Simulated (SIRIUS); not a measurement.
## Fe in SIRIUS: convergence with lmax of the augmentation

Input of the first run (lmax of the augmentation 4); the others differ in this setting and in those tied to it:

sirius.json

```json
{
  "control": {
    "processing_unit": "cpu",
    "std_evp_solver_name": "lapack",
    "gen_evp_solver_name": "lapack",
    "verbosity": 2,
    "print_forces": true,
    "ortho_rf": true,
    "use_second_variation": true,
    "rmt_max": 3.0,
    "num_bands_to_print": 18,
    "save_wf": true
  },
  "parameters": {
    "electronic_structure_method": "full_potential_lapwlo",
    "xc_functionals": ["XC_LDA_X", "XC_LDA_C_PW"],
    "core_relativity": "dirac",
    "valence_relativity": "iora",
    "num_fv_states": 18,
    "smearing": "fermi_dirac",
    "smearing_width": 0.0018374661,
    "pw_cutoff": 20,
    "gk_cutoff": 3.79,
    "lmax_apw": 4,
    "lmax_rho": 8,
    "lmax_pot": 8,
    "num_mag_dims": 1,
    "auto_rmt": 0,
    "ngridk": [13, 13, 13],
    "shiftk": [0, 0, 0],
    "num_dft_iter": 80,
    "energy_tol": 1e-07,
    "density_tol": 1e-05,
    "use_symmetry": true
  },
  "settings": {"tol_ne": 1e-10},
  "iterative_solver": {"type": "exact"},
  "mixer": {"type": "anderson", "beta": 0.4, "max_history": 8},
  "unit_cell": {
    "lattice_vectors": [
      [-2.7268747978, 2.7268747978, 2.7268747978],
      [2.7268747978, -2.7268747978, 2.7268747978],
      [2.7268747978, 2.7268747978, -2.7268747978]
    ],
    "atom_types": ["Fe"],
    "atom_files": {"Fe": "Fe.json"},
    "atoms": {"Fe": [[0.0, 0.0, 0.0, 0.0, 0.0, 3.0]]}
  }
}
```

File Fe.json:

```json
{
  "name": "iron",
  "symbol": "Fe",
  "number": 26,
  "mass": 55.845,
  "rmin": 1e-06,
  "rmt": 2.32,
  "nrmt": 800,
  "rinf": 15.61,
  "core": "1s2s2p",
  "valence": [
    {"basis": [{"enu": 0.09, "dme": 0, "n": 0, "auto": 0}, {"enu": 0.09, "dme": 1, "n": 0, "auto": 0}]},
    {"l": 0, "n": 1, "basis": [{"enu": 0.19, "dme": 0, "n": 0, "auto": 0}]},
    {"l": 1, "n": 2, "basis": [{"enu": 0.19, "dme": 0, "n": 0, "auto": 0}]},
    {"l": 2, "n": 3, "basis": [{"enu": 0.19, "dme": 0, "n": 0, "auto": 0}]},
    {"l": 3, "n": 4, "basis": [{"enu": 0.19, "dme": 0, "n": 0, "auto": 0}]}
  ],
  "lo": [
    {"l": 0, "basis": [{"enu": 0.19, "dme": 0, "n": 0, "auto": 0}, {"enu": 0.19, "dme": 1, "n": 0, "auto": 0}]},
    {
      "l": 0,
      "basis": [{"enu": -3.0386, "dme": 0, "n": 3, "auto": 1}, {"enu": -3.0386, "dme": 1, "n": 3, "auto": 1}]
    },
    {
      "l": 0,
      "basis": [{"enu": -3.0386, "dme": 1, "n": 3, "auto": 1}, {"enu": 0.19, "dme": 0, "n": 0, "auto": 0}]
    },
    {"l": 0, "basis": [{"enu": 0.19, "dme": 0, "n": 0, "auto": 0}, {"enu": 3.1627, "dme": 0, "n": 0, "auto": 0}]},
    {"l": 1, "basis": [{"enu": 0.19, "dme": 0, "n": 0, "auto": 0}, {"enu": 0.19, "dme": 1, "n": 0, "auto": 0}]},
    {
      "l": 1,
      "basis": [{"enu": -1.8094, "dme": 0, "n": 3, "auto": 1}, {"enu": -1.8094, "dme": 1, "n": 3, "auto": 1}]
    },
    {
      "l": 1,
      "basis": [{"enu": -1.8094, "dme": 1, "n": 3, "auto": 1}, {"enu": 0.19, "dme": 0, "n": 0, "auto": 0}]
    },
    {"l": 1, "basis": [{"enu": 0.19, "dme": 0, "n": 0, "auto": 0}, {"enu": 3.6085, "dme": 0, "n": 0, "auto": 0}]},
    {"l": 2, "basis": [{"enu": 0.19, "dme": 0, "n": 0, "auto": 0}, {"enu": 0.19, "dme": 1, "n": 0, "auto": 0}]},
    {"l": 2, "basis": [{"enu": 0.19, "dme": 1, "n": 0, "auto": 0}, {"enu": 0.19, "dme": 2, "n": 0, "auto": 0}]},
    {"l": 2, "basis": [{"enu": 0.19, "dme": 0, "n": 0, "auto": 0}, {"enu": 3.0883, "dme": 0, "n": 0, "auto": 0}]},
    {"l": 3, "basis": [{"enu": 0.19, "dme": 0, "n": 0, "auto": 0}, {"enu": 0.19, "dme": 1, "n": 0, "auto": 0}]},
    {"l": 3, "basis": [{"enu": 0.19, "dme": 0, "n": 0, "auto": 0}, {"enu": 3.4228, "dme": 0, "n": 0, "auto": 0}]}
  ],
  "free_atom": [... radial grid and density of the free atom, the start of the SCF ...]
}
```

File sirius_start.json:

```json
{
  "control": {
    "processing_unit": "cpu",
    "std_evp_solver_name": "lapack",
    "gen_evp_solver_name": "lapack",
    "verbosity": 1,
    "print_forces": false,
    "ortho_rf": true,
    "use_second_variation": true,
    "rmt_max": 3.0,
    "num_bands_to_print": 18,
    "save_wf": false
  },
  "parameters": {
    "electronic_structure_method": "full_potential_lapwlo",
    "xc_functionals": ["XC_LDA_X", "XC_LDA_C_PW"],
    "core_relativity": "dirac",
    "valence_relativity": "iora",
    "num_fv_states": 18,
    "smearing": "fermi_dirac",
    "smearing_width": 0.0055123983,
    "pw_cutoff": 20,
    "gk_cutoff": 3.03,
    "lmax_apw": 4,
    "lmax_rho": 8,
    "lmax_pot": 8,
    "num_mag_dims": 1,
    "auto_rmt": 0,
    "ngridk": [5, 5, 5],
    "shiftk": [0, 0, 0],
    "num_dft_iter": 30,
    "energy_tol": 0.01,
    "density_tol": 0.05,
    "use_symmetry": true
  },
  "settings": {"tol_ne": 1e-10},
  "iterative_solver": {"type": "exact"},
  "mixer": {"type": "anderson", "beta": 0.4, "max_history": 8},
  "unit_cell": {
    "lattice_vectors": [
      [-2.7268747978, 2.7268747978, 2.7268747978],
      [2.7268747978, -2.7268747978, 2.7268747978],
      [2.7268747978, 2.7268747978, -2.7268747978]
    ],
    "atom_types": ["Fe"],
    "atom_files": {"Fe": "Fe.json"},
    "atoms": {"Fe": [[0.0, 0.0, 0.0, 0.0, 0.0, 3.0]]}
  }
}
```

Potentials or basis: all-electron FP-LAPW, apw+lo standard.

Run with:

```bash
$ OMP_NUM_THREADS=1 sirius.scf --input=sirius_start.json --output=start.json
$ OMP_NUM_THREADS=1 sirius.scf --input=sirius.json --output=output.json --task=1
```

Hardware: 1 thread of Arm Neoverse V2, with other jobs on the host.

```csv
lmax of the augmentation,"energy less the tightest run, at zero smearing (meV/atom)",largest site moment (μB),SCF cycles,CPU time (s),peak memory (GiB)
4,-589.11,2.21,9,19,0.29
5,-203.14,2.22,8,18,0.31
6,-67.16,2.23,9,20,0.34
8,-8.91,2.23,9,23,0.39
10,-0.63,2.23,9,26,0.46
12,-0.01,2.23,9,31,0.55
14,0.00,2.23,9,39,0.66
```

Against the tightest run, the energy stays within 1 meV/atom from 10 on; the largest site moment stays within 0.02 μB from 4 on. The tightest run that finished is the yardstick and may itself not be fully converged.
